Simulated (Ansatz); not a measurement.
# Tl: pressure against volume, part 2 of 2

Aim: scale the cell of Tl up and down at fixed shape and fractional positions, and get the equilibrium volume and bulk modulus with LAPW, PAW and all-electron datasets made for the crystal.

Ansatz 0.2.0; DFT PBE; a cell built from a prototype (fcc type), not taken from measurement. «Crystal datasets» are all-electron PAW datasets made for this crystal. The steps go on from the part before.

## (7) Volume × 1.03, LAPW

This is Tl in the fcc structure; at room conditions it is hcp.

File input.yaml:

```yaml
crystal:
  lattice:
    - [0.0, 2.5223015249, 2.5223015249]
    - [2.5223015249, 0.0, 2.5223015249]
    - [2.5223015249, 2.5223015249, 0.0]
  atoms:
    - { symbol: Tl, position: [0.0, 0.0, 0.0] }
kpoints:
  mp_grid: { grid: [14, 14, 14] }
scf:
  occupations: { method: fermi_dirac, width: 0.08 }
hamiltonian:
  xc: pbe
  pseudopotentials: { kind: all_electron, lapw: { basis_error: 0.00025 } }
output:
  forces: true
  stress: true
  eigenvalues: true
```

Started as:

```console
$ ansatz run input.yaml --threads 1 --pin off --max-ram 2048MiB --backend cpu --events-out ev --progress --plain --runs-dir out
```

The log of the run, shortened:

```text
LAPW: plane waves up to 6.747 Å⁻¹, error target 2.5e-4 eV per atom; small_component_spin mean_spin; Tl in spheres of 1.784 Å, 35 of its electrons in bands, Dirac shells []
[...]
Pseudopotentials: kind: all_electron
Pseudopotential: Tl, LAPW, valence charge 35, Koelling and Harmon's equation, gaussian nucleus
Functional definition: PBE
[...]
Crystal: 1 atoms, lattice volume = 32.094 Å³
Basis set: ecut = 173.4423311083488 eV, 169 PW (Γ), exchange–correlation at level 2
Bands: 22, of which v1, the nominal top of the filled ones, is band 18 counted from 1 (17 counted from 0)
Symmetry: 48 space group operations
Space group: Fm-3m (ITA 225), of the structure as read, at distance tolerance 3.2e-5 Å
k-points: 104 of 2744
[...]
SCF iter   1: F=—  HF=-550776.227387 eV  |F-HF|=—  |Δ(HF+E_count)|=         —  Δρ=3.11e-3  dr2=2.30e-3  ethr=6.52e-6  ⟨swp⟩=3.9  Hψ=15458  notcnv=0
[...]
SCF iter   7: F=-550776.207500 eV  HF=-550776.207500 eV  |F-HF|=6.10e-8  |Δ(HF+E_count)|=   4.71e-7  Δρ=1.54e-5  dr2=5.95e-8  ethr=2.78e-9  ⟨swp⟩=3.0  Hψ=6851  notcnv=0
[...]
SCF converged after 7 iterations
Free energy (F): -550776.207500 eV
[...]
E sigma→0 (E₀):  -550776.200541 eV
Entropy (-TS):   -0.013919 eV (-13.919 meV/atom)
Fermi energy:    13.496812 eV
[...]
--- Forces (eV/Å), atoms counted from 1 ---
  atom   1  Tl    -0.00000000    -0.00000000     0.00000000
[...]
--- Stress (GPa, compression-positive) ---
       -0.708900       0.000000      -0.000000
        0.000000      -0.708900      -0.000000
       -0.000000      -0.000000      -0.708900
  P = ⅓ Tr σ = -0.7089 GPa (-7.089 kbar)
--- Band table (eV; the first three rows and the last of 104) ---
  k-point 0: bands = ["-113.0894", "-96.4040", "-96.4040", "-96.4040", "-96.4040", "-96.4040", "-96.4040", "-96.4039", "-58.3177", "-58.3177", "-58.3177", "2.0264", "2.0264", "2.0264", "2.2307", "2.2307", "4.2102", "22.8222", "22.8222", "22.8222", "24.2652", "26.4470"]
[...]
```

Wall time 20 s (1 thread of Arm Neoverse N1, shared host).

Result: pressure -0.71 GPa; no gap.

## (8) Volume × 1.03, PAW

input.yaml: that of step 7 with these lines changed.

```diff
@@ -13,3 +13,3 @@
   xc: pbe
-  pseudopotentials: { kind: all_electron, lapw: { basis_error: 0.00025 } }
+  pseudopotentials: { kind: paw }
 output:
@@ -18 +18,2 @@
   eigenvalues: true
+  efg: { contact_densities: true }
```

Started as:

```console
$ ansatz run input.yaml --threads 1 --pin off --max-ram 2048MiB --backend cpu --events-out ev --progress --plain --runs-dir out
```

The log of the run, shortened:

```text
Tl: output.efg is read without spin–orbit coupling, which moves field gradients at and beside such atoms by some per cent and up to a factor of two; PAW files take it under magnetization.noncollinear and magnetization.spin_orbit
[...]
[... 3 set-up lines as earlier in the session ...]
[...]
Crystal: 1 atoms, lattice volume = 32.094 Å³
Basis set: ecut = 420 eV, 609 PW (Γ), exchange–correlation on 48×48×48 points (8 copies of the dense FFT grid, shifted against one another)
Bands: 11, of which v1, the nominal top of the filled ones, is band 7 counted from 1 (6 counted from 0)
[... 2 set-up lines as earlier in the session ...]
k-points: 104 of 2744
[...]
SCF converged after 6 iterations
Free energy (F): -11444.136327 eV
[...]
E sigma→0 (E₀):  -11444.129368 eV
Entropy (-TS):   -0.013918 eV (-13.918 meV/atom)
Fermi energy:    8.841971 eV
[...]
--- Forces (eV/Å), atoms counted from 1 ---
  atom   1  Tl    -0.00000000    -0.00000000     0.00000000
[...]
--- Stress (GPa, compression-positive) ---
       -0.713194      -0.000000      -0.000000
       -0.000000      -0.713194      -0.000000
       -0.000000      -0.000000      -0.713194
  P = ⅓ Tr σ = -0.7132 GPa (-7.132 kbar)
--- PAW observables at the nuclei: V_zz in 10²¹ V/m², potentials from the cell's mean, atoms counted from 1 ---
  atom   1  Tl V_zz =    +0.000000   η = 0.0000   by run symmetry: forbidden
            electrostatic potential = -17133.721586 V   contact ρ = 15283753.597662 e/Å³
--- Band table (eV; the first three rows and the last of 104) ---
  k-point 0: bands = ["-2.6307", "-2.6307", "-2.6307", "-2.4265", "-2.4265", "-0.4447", "18.1675", "18.1675", "18.1675", "19.6112", "21.7919"]
[...]
```

Wall time 4.6 s (1 thread of Arm Neoverse N1, shared host).

Result: pressure -0.71 GPa; no gap.

## (9) Volume × 1.06, LAPW

File input.yaml:

```yaml
crystal:
  lattice:
    - [0.0, 2.5465559121, 2.5465559121]
    - [2.5465559121, 0.0, 2.5465559121]
    - [2.5465559121, 2.5465559121, 0.0]
  atoms:
    - { symbol: Tl, position: [0.0, 0.0, 0.0] }
kpoints:
  mp_grid: { grid: [14, 14, 14] }
scf:
  occupations: { method: fermi_dirac, width: 0.08 }
hamiltonian:
  xc: pbe
  pseudopotentials: { kind: all_electron, lapw: { basis_error: 0.00025 } }
output:
  forces: true
  stress: true
  eigenvalues: true
```

Started as:

```console
$ ansatz run input.yaml --threads 1 --pin off --max-ram 2048MiB --backend cpu --events-out ev --progress --plain --runs-dir out
```

The log of the run, shortened:

```text
LAPW: plane waves up to 6.668 Å⁻¹, error target 2.5e-4 eV per atom; small_component_spin mean_spin; Tl in spheres of 1.801 Å, 35 of its electrons in bands, Dirac shells []
[...]
[... 3 set-up lines as earlier in the session ...]
[...]
Crystal: 1 atoms, lattice volume = 33.029 Å³
Basis set: ecut = 169.41667976891156 eV, 169 PW (Γ), exchange–correlation at level 2
Bands: 22, of which v1, the nominal top of the filled ones, is band 18 counted from 1 (17 counted from 0)
[... 2 set-up lines as earlier in the session ...]
k-points: 104 of 2744
[...]
SCF iter   1: F=—  HF=-550776.220024 eV  |F-HF|=—  |Δ(HF+E_count)|=         —  Δρ=2.95e-3  dr2=2.18e-3  ethr=6.19e-6  ⟨swp⟩=3.9  Hψ=15459  notcnv=0
[...]
SCF iter   7: F=-550776.201535 eV  HF=-550776.201535 eV  |F-HF|=6.34e-8  |Δ(HF+E_count)|=   4.68e-7  Δρ=1.54e-5  dr2=6.48e-8  ethr=2.91e-9  ⟨swp⟩=3.0  Hψ=6850  notcnv=0
[...]
SCF converged after 7 iterations
Free energy (F): -550776.201535 eV
[...]
E sigma→0 (E₀):  -550776.194348 eV
Entropy (-TS):   -0.014375 eV (-14.375 meV/atom)
Fermi energy:    13.012417 eV
[...]
--- Forces (eV/Å), atoms counted from 1 ---
  atom   1  Tl     0.00000000     0.00000000    -0.00000000
[...]
--- Stress (GPa, compression-positive) ---
       -1.315442       0.000000      -0.000000
        0.000000      -1.315442      -0.000000
       -0.000000      -0.000000      -1.315442
  P = ⅓ Tr σ = -1.3154 GPa (-13.154 kbar)
--- Band table (eV; the first three rows and the last of 104) ---
  k-point 0: bands = ["-113.5703", "-96.8859", "-96.8859", "-96.8859", "-96.8859", "-96.8859", "-96.8859", "-96.8858", "-58.7987", "-58.7987", "-58.7987", "1.5596", "1.5596", "1.5596", "1.7487", "1.7487", "3.8872", "22.0940", "22.0940", "22.0940", "23.7203", "25.5995"]
[...]
```

Run time: 20 s. Hardware: 1 thread of Arm Neoverse N1, shared host.

In short: pressure -1.32 GPa; no gap.

## (10) Volume × 1.06, PAW

input.yaml: that of step 9 with these lines changed.

```diff
@@ -13,3 +13,3 @@
   xc: pbe
-  pseudopotentials: { kind: all_electron, lapw: { basis_error: 0.00025 } }
+  pseudopotentials: { kind: paw }
 output:
@@ -18 +18,6 @@
   eigenvalues: true
+  efg: { contact_densities: true }
+  write_density: true
+  write_potential: true
+  elf: true
+  volumetric_format: npy
```

Started as:

```console
$ ansatz run input.yaml --threads 1 --pin off --max-ram 2048MiB --backend cpu --events-out ev --progress --plain --runs-dir out
```

The log of the run, shortened:

```text
Tl: output.efg is read without spin–orbit coupling, which moves field gradients at and beside such atoms by some per cent and up to a factor of two; PAW files take it under magnetization.noncollinear and magnetization.spin_orbit
[...]
[... 3 set-up lines as earlier in the session ...]
[...]
Crystal: 1 atoms, lattice volume = 33.029 Å³
Basis set: ecut = 420 eV, 645 PW (Γ), exchange–correlation on 50×50×50 points (8 copies of the dense FFT grid, shifted against one another)
Bands: 11, of which v1, the nominal top of the filled ones, is band 7 counted from 1 (6 counted from 0)
[... 2 set-up lines as earlier in the session ...]
k-points: 104 of 2744
[...]
SCF converged after 6 iterations
Free energy (F): -11444.130349 eV
[...]
E sigma→0 (E₀):  -11444.123161 eV
Entropy (-TS):   -0.014375 eV (-14.375 meV/atom)
Fermi energy:    8.489421 eV
[...]
--- Forces (eV/Å), atoms counted from 1 ---
  atom   1  Tl     0.00000000     0.00000000     0.00000000
[...]
--- Stress (GPa, compression-positive) ---
       -1.318467      -0.000000      -0.000000
       -0.000000      -1.318467       0.000000
       -0.000000      -0.000000      -1.318467
  P = ⅓ Tr σ = -1.3185 GPa (-13.185 kbar)
--- PAW observables at the nuclei: V_zz in 10²¹ V/m², potentials from the cell's mean, atoms counted from 1 ---
  atom   1  Tl V_zz =    -0.000000   η = 0.0000   by run symmetry: forbidden
            electrostatic potential = -17133.236164 V   contact ρ = 15283757.815579 e/Å³
--- Band table (eV; the first three rows and the last of 104) ---
  k-point 0: bands = ["-2.9658", "-2.9658", "-2.9658", "-2.7767", "-2.7767", "-0.6359", "17.5711", "17.5711", "17.5711", "19.1981", "21.0762"]
[...]
```

It took 5.8 s on 1 thread of Arm Neoverse N1, shared host.

Result: pressure -1.32 GPa; no gap.

## (11) Volume × 1.06, crystal datasets

input.yaml: that of step 10 with these lines changed.

```diff
@@ -13,3 +13,3 @@
   xc: pbe
-  pseudopotentials: { kind: paw }
+  pseudopotentials: { kind: all_electron, datasets: crystal }
 output:
@@ -19,5 +19 @@
   efg: { contact_densities: true }
-  write_density: true
-  write_potential: true
-  elf: true
-  volumetric_format: npy
```

Started as:

```console
$ ansatz run input.yaml --threads 1 --pin off --max-ram 2048MiB --backend cpu --events-out ev --progress --plain --runs-dir out
```

The log of the run, shortened:

```text
[...]
Tl: output.efg is read without spin–orbit coupling, which moves field gradients at and beside such atoms by some per cent and up to a factor of two; PAW files take it under magnetization.noncollinear and magnetization.spin_orbit
[...]
[... 3 set-up lines as earlier in the session ...]
[...]
Crystal: 1 atoms, lattice volume = 33.029 Å³
Basis set: ecut = 260 eV, 331 PW (Γ), exchange–correlation on 40×40×40 points (8 copies of the dense FFT grid, shifted against one another)
Bands: 11, of which v1, the nominal top of the filled ones, is band 7 counted from 1 (6 counted from 0)
[... 2 set-up lines as earlier in the session ...]
k-points: 104 of 2744
[...]
In the spheres:  the bands' charges fall short by 1.3e-6 e at most (sound up to 1e-3)
Fermi energy:    13.012438 eV
[...]
  The terms above E_closure are by the made datasets' own strengths, without shells solved beside the bands.
--- Forces (eV/Å), atoms counted from 1 ---
  atom   1  Tl     0.00000000     0.00000000    -0.00000000
[...]
--- Stress (GPa, compression-positive) ---
       -1.314608       0.000000       0.000000
        0.000000      -1.314608       0.000000
        0.000000       0.000000      -1.314608
  P = ⅓ Tr σ = -1.3146 GPa (-13.146 kbar)
--- PAW observables at the nuclei: V_zz in 10²¹ V/m², potentials from the cell's mean, atoms counted from 1 ---
  atom   1  Tl V_zz =    -0.000000   η = 0.0000   by run symmetry: forbidden
            electrostatic potential = -17133.247939 V   contact ρ = 15273821.806998 e/Å³
--- Band table (eV; the first three rows and the last of 104) ---
  k-point 0: bands = ["1.5595", "1.5595", "1.5595", "1.7487", "1.7487", "3.8872", "22.0939", "22.0939", "22.0939"]
[...]
```

Run time: 8.1 s. Hardware: 1 thread of Arm Neoverse N1, shared host.

Read from it: pressure -1.31 GPa; no gap.

## (12) The equation of state

The rows at scale 1 come from earlier runs of the unscaled cell with the same settings.

```
          method  volume (Å³/atom)  F above the lowest (meV/atom)  pressure (GPa)
            LAPW            29.305                           10.9            1.98
            LAPW            30.224                            2.7            0.92
            LAPW            31.159                            0.0            0.03
            LAPW            32.094                            2.0           -0.71
            LAPW            33.029                            8.0           -1.32
             PAW            29.305                           10.8            1.98
             PAW            30.224                            2.6            0.91
             PAW            31.159                            0.0            0.02
             PAW            32.094                            2.1           -0.71
             PAW            33.029                            8.1           -1.32
crystal datasets            29.305                              –            1.98
crystal datasets            31.159                              –            0.03
crystal datasets            33.029                              –           -1.31
```

## (13) Summary of results

This closing draws on all 2 parts.

| quantity | value |
| --- | --- |
| equilibrium volume (LAPW) | 31.191 Å³/atom |
| bulk modulus (LAPW) | 26.8 GPa |
| its pressure derivative (LAPW) | 5.4 |
| equilibrium volume (PAW) | 31.185 Å³/atom |
| bulk modulus (PAW) | 26.8 GPa |
| its pressure derivative (PAW) | 5.4 |

**Reading.** A third-order Birch-Murnaghan fit to the LAPW pressures puts zero pressure at 31.19 Å³/atom, +0.1 % from the given cell, with a bulk modulus of 26.8 GPa. PAW's volume lies -0.02 % and its modulus less than 0.1 % from LAPW's. No thermal or zero-point expansion is included. Spin-orbit coupling is left out, though the cell holds Tl; in elements this heavy it can shift bands and gaps by tenths of an eV.
